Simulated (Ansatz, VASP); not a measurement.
**Mg in VASP and in Ansatz**

```
Mg
1.0
     3.20930    0.00000    0.00000
    -1.60465    2.77934    0.00000
     0.00000    0.00000    5.21030
Mg
2
Direct
  0.66667 0.33333 0.75000
  0.33333 0.66667 0.25000
```

Alike in both runs: functional BLYP; k mesh 10 × 10 × 5; occupations fermi-dirac, width 0.05 eV; no spin polarisation.

```csv
,VASP,Ansatz
version,VASP 6.6.1,Ansatz 0.2.0
potentials or method,"VASP PAW PBE potentials, release 64 (Mg), cutoff 520 eV","all-electron LAPW, scalar-relativistic"
task,single point,band structure
```

```tsv
	VASP	Ansatz	Ansatz less VASP
gap on the k mesh at the Fermi level (eV)	none	none	-
pressure (GPa)	0.4	0.5	+0.09
largest component of the traceless stress (GPa)	0.94	0.95	+0.009
```

A gap of «none» marks a metal or a gap that the smearing closes. Ansatz ran all-electron here, so the differences hold the error of VASP's frozen core and of both bases.

Caveats: the PAW data sets were made with another functional, which shifts forces and pressure a little (VASP).
